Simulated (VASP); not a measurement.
# B (Cmmm) in VASP: further runs

Runs on B. Level: LDA. Tasks: single point.

Program: VASP 6.6.1. These are calculated values, not measurements. Logs are shortened: lines on timing, memory, paths and dates and some standing lists are left out, and cuts for length are marked.

### Step 1. The cell of the first run

Symmetry: Cmmm, No. 65, orthorhombic system. The conventional cell has a = 1.702 Å, b = 2.978 Å, c = 3.635 Å, α = 90.00°, β = 90.00°, γ = 90.00°. B (site symmetry mmm) is surrounded by 6 B at 1.70 to 1.72 Å.

This isn't the form of B at room conditions, which is rhombohedral.

### Step 2. Single point, LDA (strain +0.0100 x Voigt [0, 1, 0, 0, 0, 0], atoms carried along)

Input file INCAR:

```
SYSTEM = B
ALGO = Fast
EDIFF = 1E-6
ENCUT = 520
GGA = CA
ISIF = 2
ISMEAR = 0
LASPH = .True.
LCHARG = .False.
LREAL = .False.
LWAVE = .False.
NBANDS = 8
NELM = 100
PREC = Accurate
SIGMA = 0.15
```

Input file KPOINTS:

```
k-points
0
Gamma
  33 33 14
  0 0 0
```

Input file POSCAR:

```
B
1.0
    1.7024335758      0.0000000000      0.0000000000
   -0.8512167879      1.4890942321      0.0000000000
    0.0000000000      0.0000000000      3.6354228500
B
1
Direct
    0.0000000000      0.0000000000      0.0000000000
```

Potentials or basis: VASP PAW LDA potentials, release 64 (B).

On the command line:

```console
$ cat potpaw_LDA.64/B/POTCAR > POTCAR
$ mpirun -np 1 vasp_std > vasp.out
```

OUTCAR:

```text
SYSTEM = B
   EDIFF = 1E-6
   ENCUT = 520
   GGA = CA
   ISIF = 2
   ISMEAR = 0
   LASPH = .True.
   LREAL = .False.
   NELM = 100
   PREC = Accurate

 ion  position               nearest neighbor table
   1  0.000  0.000  0.000-

  LATTYP: Found a base centered orthorhombic cell.
 ALAT       =     1.7024335758
 B/A-ratio  =     1.7493713156
 C/A-ratio  =     2.1354271331

  Lattice vectors:

 A1 = (   0.8512167879,  -1.4890942321,   0.0000000000)
 A2 = (   0.8512167879,   1.4890942321,   0.0000000000)
 A3 = (   0.0000000000,   0.0000000000,   3.6354228500)

Analysis of symmetry for initial positions (statically):
=====================================================================
 Subroutine PRICEL returns:
 Original cell was already a primitive cell.

 Routine SETGRP: Setting up the symmetry group for a
 base centered orthorhombic supercell.

 Subroutine GETGRP returns: Found  8 space group operations
 (whereof  8 operations were pure point group operations)
 out of a pool of  8 trial point group operations.

The static configuration has the point symmetry D_2h.

Analysis of symmetry for dynamics (positions and initial velocities):
=====================================================================
 Subroutine PRICEL returns:
 Original cell was already a primitive cell.

 Routine SETGRP: Setting up the symmetry group for a
 base centered orthorhombic supercell.

 Subroutine GETGRP returns: Found  8 space group operations
 (whereof  8 operations were pure point group operations)
 out of a pool of  8 trial point group operations.

The dynamic configuration has the point symmetry D_2h.

 Subroutine INISYM returns: Found  8 space group operations
 (whereof  8 operations are pure point group operations),
 and found     1 'primitive' translations

----------------------------------------------------------------------------------------

                                     Primitive cell

  volume of cell :       9.2161

  direct lattice vectors                    reciprocal lattice vectors
     1.702433576  0.000000000  0.000000000     0.587394430  0.335774586  0.000000000
    -0.851216788  1.489094232  0.000000000     0.000000000  0.671549173  0.000000000
     0.000000000  0.000000000  3.635422850     0.000000000  0.000000000  0.275071165

  length of vectors
     1.702433576  1.715217669  3.635422850     0.676592041  0.671549173  0.275071165

  position of ions in fractional coordinates (direct lattice)
     0.000000000  0.000000000  0.000000000

  ion indices of the primitive-cell ions
   primitive index   ion index
                 1           1

----------------------------------------------------------------------------------------

 KPOINTS: k-points

Automatic generation of k-mesh.
 Grid dimensions read from file:
 generate k-points for:   33   33   14

 Generating k-lattice:

  Cartesian coordinates                     Fractional coordinates (reciprocal lattice)
     0.017799831  0.010174987  0.000000000     0.030303030  0.000000000  0.000000000
     0.000000000  0.020349975  0.000000000     0.000000000  0.030303030  0.000000000
     0.000000000  0.000000000  0.019647940     0.000000000  0.000000000  0.071428571

  Length of vectors
     0.020502789  0.020349975  0.019647940

  Shift w.r.t. Gamma in fractional coordinates (k-lattice)
     0.000000000  0.000000000  0.000000000

 Subroutine IBZKPT returns following result:
 ===========================================

 Found   2312 irreducible k-points:

 Following reciprocal coordinates:
            Coordinates               Weight
  0.000000  0.000000  0.000000      1.000000
  0.030303 -0.000000  0.000000      4.000000
  0.060606 -0.000000  0.000000      4.000000
  0.090909 -0.000000  0.000000      4.000000
  0.121212 -0.000000  0.000000      4.000000
  0.151515 -0.000000  0.000000      4.000000
[... 16 lines left out ...]
  0.151515  0.030303  0.000000      4.000000
  0.181818  0.030303  0.000000      4.000000
 [... further k-points ...]
   k-points           NKPTS =   2312   k-points in BZ     NKDIM =   2312   number of bands    NBANDS=      8
   number of dos      NEDOS =    301   number of ions     NIONS =      1
   total plane-waves  NPLWV =   5488
   dimension x,y,z NGX =    14 NGY =   14 NGZ =   28
   dimension x,y,z NGXF=    28 NGYF=   28 NGZF=   56
   ions per type =               1
   NGX,Y,Z   is equivalent  to a cutoff of  13.67, 13.57, 12.80 a.u.
   NGXF,Y,Z  is equivalent  to a cutoff of  27.34, 27.14, 25.61 a.u.
 SYSTEM =  B
   PREC   = accura    normal or accurate (medium, high low for compatibility)
   ISTART =      0    job   : 0-new  1-cont  2-samecut
   ICHARG =      2    charge: 1-file 2-atom 10-const
   ISPIN  =      1    spin polarized calculation?
   LNONCOLLINEAR =      F non collinear calculations
   LSORBIT =      F    spin-orbit coupling
   LASPH  =      T    aspherical Exc in radial PAW
   ENCUT  =  520.0 eV  38.22 Ry    6.18 a.u.   3.17  3.19  6.76*2*pi/ulx,y,z
   NELM   =    100;   NELMIN=  2; NELMDL= -5     # of ELM steps
   EDIFF  = 0.1E-05   stopping-criterion for ELM
   LREAL  =      F    real-space projection
   EDIFFG = 0.1E-04   stopping-criterion for IOM
   NSW    =      0    number of steps for IOM
   IBRION =     -1    ionic relax: 0-MD 1-quasi-New 2-CG
   NFREE  =      0    steps in history (QN), initial steepest desc. (CG)
   ISIF   =      2    stress and relaxation
   ISYM   =      2    0-nonsym 1-usesym 2-fastsym
   POTIM  = 0.5000    time-step for ionic-motion
   TEBEG  =    0.0;   TEEND  =   0.0 temperature during run
   PSTRESS=    0.0 pullay stress
   NELECT =       3.0000    total number of electrons
   NUPDOWN=      -1.0000    fix difference up-down
   EMIN   =  10.00;   EMAX   =-10.00  energy-range for DOS
   EFERMI =   0.00;   METHOD = LEGACY
   ISMEAR =     0;   SIGMA  =   0.15  broadening in eV -4-tet -1-fermi 0-gaus
   EFERMI_NEDOS =   21; number of points for ismear=-14 and -15
   IALGO  =     68    algorithm
   IMIX   =      4    mixing-type and parameters
     AMIX     =   0.40;   BMIX     =  1.00
     AMIX_MAG =   1.60;   BMIX_MAG =  1.00
  volume/ion in A,a.u.               =       9.22        62.19
  Fermi-wavevector in a.u.,A,eV,Ry     =   1.126158  2.128131 17.255354  1.268233
  Thomas-Fermi vector in A             =   2.262839
   LORBIT       =      0    0 simple, 1 ext, 2 COOP (PROOUT), +10 PAW based schemes
   GGA     = CA    functional components
   LHFCALC =     F    Hartree Fock is set to
   AEXX    =    0.0000 exact exchange contribution
   IVDW    =     0    specifies the selected vdW correction
   LEPSILON=     F    determine dielectric tensor
   LRPA    =     F    only Hartree local field effects (RPA)
 non-spin polarized calculation
 RMM-DIIS sequential band-by-band and
 Gauss-broadening in eV      SIGMA  =   0.15
  energy-cutoff  :      520.00
  volume of cell :        9.22
 maximum number of plane-waves:       262
 NGX is ok and might be reduce to    14
   NGX =  7   NGY =  7   NGZ = 13

 number of electron       3.0000000 magnetization

 Free energy of the ion-electron system (eV)
  ---------------------------------------------------
  ext. energy  EPLUGINS =         0.00000000
  ---------------------------------------------------
  free energy    TOTEN  =        -6.74451499 eV

  energy without entropy =       -6.74134457  energy(sigma->0) =       -6.74292978

 E-fermi :   5.2907     XC(G=0): -10.3009

 val. band max:        5.2880679304   @ k =   0.3939   0.2121   0.5000
 cond. band min:       5.2926062595   @ k =   0.3636   0.0000   0.4286
 fundamental gap:      0.0045383291
 Fermi energy:         5.2907460343

 k-point     1 :       0.0000    0.0000    0.0000
  band No.  band energies     occupation
      1     -11.7052      2.00000
      2      -1.3759      2.00000
      3       7.4304      0.00000
      4      29.2155      0.00000
      5      29.5892      0.00000
      6      31.0884      0.00000
      7      37.2587      0.00000
      8      50.6574      0.00000

 k-point     2 :       0.0303   -0.0000    0.0000
  band No.  band energies     occupation
      1     -11.6633      2.00000
      2      -1.3159      2.00000
      3       7.4823      0.00000
      4      29.0642      0.00000
      5      29.3872      0.00000
      6      31.1330      0.00000
      7      37.3949      0.00000
      8      49.8477      0.00000

 k-point     3 :       0.0606   -0.0000    0.0000
  band No.  band energies     occupation
      1     -11.5376      2.00000
      2      -1.1361      2.00000
      3       7.6377      0.00000
      4      28.5766      0.00000
      5      28.8621      0.00000
      6      31.2647      0.00000
      7      37.7614      0.00000
      8      47.8234      0.00000

 k-point     4 :       0.0909   -0.0000    0.0000
  band No.  band energies     occupation
      1     -11.3286      2.00000
      2      -0.8367      2.00000
      3       7.8958      0.00000
      4      27.6626      0.00000
      5      28.2106      0.00000
      6      31.4771      0.00000
      7      38.2524      0.00000
      8      46.0252      0.00000

 k-point     5 :       0.1212   -0.0000    0.0000
  band No.  band energies     occupation
      1     -11.0368      2.00000
      2      -0.4184      2.00000
      3       8.2548      0.00000
      4      26.4055      0.00000
      5      27.4702      0.00000
      6      31.7566      0.00000
      7      38.7253      0.00000
      8      44.7261      0.00000
[... 177 lines left out ...]
 k-point    22 :       0.1212    0.0303    0.0000
  band No.  band energies     occupation
      1     -10.8318      2.00000
      2      -0.1248      2.00000
      3       8.5056      0.00000
      4      25.6946      0.00000
      5      26.7824      0.00000
      6      31.9367      0.00000
      7      39.0552      0.00000
      8      44.2605      0.00000

 k-point    23 :       0.1515    0.0303    0.0000
  band No.  band energies     occupation
      1     -10.4184      2.00000
      2       0.4692      2.00000
      3       9.0074      0.00000
      4      24.0944      0.00000
      5      25.9544      0.00000
      6      32.2582      0.00000
      7      39.2762      0.00000
      8      43.9661      0.00000

 k-point    24 :       0.1818    0.0303    0.0000
  band No.  band energies     occupation
      1      -9.9256      2.00000
      2       1.1790      2.00000
      3       9.5931      0.00000
      4      22.3509      0.00000
      5      25.1375      0.00000
      6      32.5293      0.00000
      7      39.2564      0.00000
      8      44.2633      0.00000

 [... further k-points ...]

------------------------ aborting loop because EDIFF is reached ----------------------------------------

  FORCE on cell =-STRESS in cart. coord.  units (eV):
  Direction    XX          YY          ZZ          XY          YZ          ZX
  --------------------------------------------------------------------------------------
  -------------------------------------------------------------------------------------
  Total       -0.3009407     -0.5825947     -0.0792017      0.0000000      0.0000000      0.0000000
  in kB      -52.3171647   -101.2814277    -13.7688487      0.0000000      0.0000000      0.0000000
  external PRESSURE =     -55.7891471 kB  Pullay stress =       0.0000000 kB

 VOLUME and BASIS-vectors are now :
 -----------------------------------------------------------------------------
  energy-cutoff  :      520.00
  volume of cell :        9.22
      direct lattice vectors                 reciprocal lattice vectors
     1.702433576  0.000000000  0.000000000     0.587394430  0.335774586  0.000000000
    -0.851216788  1.489094232  0.000000000     0.000000000  0.671549173  0.000000000
     0.000000000  0.000000000  3.635422850     0.000000000  0.000000000  0.275071165

 POSITION                                       TOTAL-FORCE (eV/Angst)
 -----------------------------------------------------------------------------------
      0.00000      0.00000      0.00000        -0.000000      0.000000      0.000000
 -----------------------------------------------------------------------------------
    total drift:                               -0.000000     -0.000000     -0.000000

  FREE ENERGIE OF THE ION-ELECTRON SYSTEM (eV)
  ---------------------------------------------------
  free  energy   TOTEN  =        -6.7445149910 eV

  energy  without entropy=       -6.7413445743  energy(sigma->0) =       -6.74292978
```

Run time: 75 s. Hardware: 1 thread of Intel Xeon Platinum 8488C (Sapphire Rapids), shared host; peak memory 0.24 GiB.

Results:

* Free energy: -6.7445 eV
* Pressure: -5.6 GPa
* Band gap on the k mesh: none (metal or under the smearing width)

Stress tensor (GPa, compression positive):
```
 -5.23   0.00   0.00
  0.00 -10.13   0.00
  0.00   0.00  -1.38
```

### Step 3. Single point, LDA (strain +0.0200 x Voigt [0, 1, 0, 0, 0, 0], atoms carried along)

Input file INCAR:

```
SYSTEM = B
PREC = Accurate
ENCUT = 520
EDIFF = 1E-6
ISMEAR = 0
SIGMA = 0.15
LREAL = .FALSE.
LASPH = .TRUE.
NELM = 100
ALGO = Fast
ISIF = 2
LWAVE = .FALSE.
LCHARG = .FALSE.
NBANDS = 8
```

Input file KPOINTS:

```
regular mesh
0
G
  33 33 14
  0 0 0
```

Input file POSCAR:

```
B
1.0
    1.7024335758      0.0000000000      0.0000000000
   -0.8512167879      1.5038377394      0.0000000000
    0.0000000000      0.0000000000      3.6354228500
B
1
Direct
    0.0000000000      0.0000000000      0.0000000000
```

Potentials or basis: VASP PAW LDA potentials, release 64 (B).

On the command line:

```console
$ cat potpaw_LDA.64/B/POTCAR > POTCAR
$ mpirun -np 1 vasp_std > vasp.out
```

Run time: 79 s. Hardware: 1 thread of Intel Xeon Platinum 8488C (Sapphire Rapids), shared host; peak memory 0.24 GiB.

It converged, with:

```
Free energy            : -6.7372 eV
Pressure               : -8.0 GPa
Band gap on the k mesh : none (metal or under the smearing width)
```

Stress tensor (GPa, compression positive):
```
 -6.92   0.00   0.00
  0.00 -15.67   0.00
  0.00   0.00  -1.37
```

Levels at points of the mesh, in eV from the Fermi level:
| k point | band 1 | band 2 | band 3 | band 4 | band 5 |
| --- | --- | --- | --- | --- | --- |
| (0.00, 0.00, 0.00) | -16.88 | -6.54 | 2.20 | 23.41 | 24.16 |
| (0.00, 0.00, 0.50) | -16.53 | -8.53 | 8.84 | 13.84 | 23.42 |
